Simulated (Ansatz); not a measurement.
# SnSe: a single-point run

Aim: a sound single-point run of SnSe. The structure is shown as the input types it.

Computed with Ansatz 0.2.0 (DFT, PBEsol, all-electron PAW with datasets made for the crystal, scalar-relativistic, unless a step's input says otherwise).

### 1 The structure to begin with

The structure is cubic, space group Fm-3m (No. 225). The conventional cell has a = 5.346 Å, b = 5.346 Å, c = 5.346 Å, α = 90.00°, β = 90.00°, γ = 90.00°. Sn (site symmetry m-3m) has 6 Se at 2.67 Å as nearest neighbours. Se (site symmetry m-3m) is surrounded by 6 Sn at 2.67 Å.

Structure file:

```cif
data_structure
_symmetry_space_group_name_H-M 'Fm-3m'
_symmetry_Int_Tables_number 225
_cell_length_a 5.3460
_cell_length_b 5.3460
_cell_length_c 5.3460
_cell_angle_alpha 90.000
_cell_angle_beta 90.000
_cell_angle_gamma 90.000
_cell_volume 152.78
loop_
_atom_site_label
_atom_site_type_symbol
_atom_site_symmetry_multiplicity
_atom_site_Wyckoff_symbol
_atom_site_fract_x
_atom_site_fract_y
_atom_site_fract_z
_atom_site_occupancy
Sn1 Sn 4 a 0.00000 0.00000 0.00000 1
Se1 Se 4 b 0.50000 0.00000 0.00000 1
```

### 2 Input and run

File input.yaml:

```yaml
crystal:
  lattice:
    - [0.0, 2.6729761406, 2.6729761406]
    - [2.6729761406, 0.0, 2.6729761406]
    - [2.6729761406, 2.6729761406, 0.0]
  atoms:
    - { symbol: Sn, position: [0.0, 0.0, 0.0] }
    - { symbol: Se, position: [0.5, 0.5, 0.5] }
kpoints:
  mp_grid: { grid: [10, 10, 10] }
scf:
  occupations: { method: fermi_dirac, width: 0.05 }
  mixing: { algorithm: anderson, beta: 0.95, ndim: 1, preconditioner: none }
  max_iter: 80
hamiltonian:
  xc: pbesol
  pseudopotentials: { kind: all_electron, datasets: crystal }
output:
  forces: true
  stress: true
  eigenvalues: true
  efg: { contact_densities: true }
```

Run with:

```sh
$ ansatz run input.yaml --threads 1 --pin off --max-ram 2048MiB --backend cpu --events-out ev --progress --plain --runs-dir out
```

What happens when this is run?

No self-consistency after 14 cycles. The density residual dr2 goes down and up again; it began at 0.28, its best value was 0.227 and its last 16.9 eV (threshold 6.2e-8). Its numbers are not properties of the system.

The suspect setting: scf.mixing.algorithm is anderson; scf.mixing.beta is 0.95; scf.mixing.ndim is 1; scf.mixing.preconditioner is none. The density mixing is far too aggressive for this system. Several mixing settings were changed at once, so this run can't tell how much each is to blame.

Remedy: delete scf.mixing.algorithm, scf.mixing.beta, scf.mixing.ndim and scf.mixing.preconditioner (the default then holds).
